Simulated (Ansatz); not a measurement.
α-quartz-type GeO2 (metastable phase), treated with rVV10 (Ansatz, a first-principles code, plane waves, PAW).

Numerical settings: plane-wave cutoff 520 eV, 12×12×6 k mesh (along the axes of the cell as run), Fermi–Dirac smearing 0.01 eV, scalar-relativistic PAW data made under PBE.

Cell (relaxed at this level):

```
CELL_PARAMETERS angstrom
      2.49346    -4.31880     0.00000
      2.49346     4.31880     0.00000
      0.00000     0.00000     5.74369
ATOMIC_POSITIONS crystal
  Ge 0.00000 0.44638 0.33333
  Ge 0.55362 0.55362 0.00000
  Ge 0.44638 0.00000 0.66667
  O  0.31070 0.38914 0.24894
  O  0.61086 0.92155 0.91561
  O  0.68930 0.07845 0.41773
  O  0.92155 0.61086 0.08439
  O  0.38914 0.31070 0.75106
  O  0.07845 0.68930 0.58227
```

### Question
Give the computed bulk modulus, band gap, smallest direct gap on the k points sampled and pressure derivative B′ of the bulk modulus.

### Answer

- bulk modulus: 41.4 GPa
- band gap: 2.91 eV (indirect)
- smallest direct gap on the k points sampled: 2.96 eV
- pressure derivative B′ of the bulk modulus: 3.6

Measured, for comparison: bulk modulus 42 GPa (room temperature, no zero-point or thermal correction, from measured elastic constants; as tabulated in Sevik and Bulutay (2007), arXiv:cond-mat/0610176). Computed (rounded) less measured: bulk modulus -1 %.

Note: the bulk modulus comes from volumes at which shape and atoms were relaxed.

Spin–orbit coupling is not included.

Cost on a shared machine: roughly 30 core-minutes.
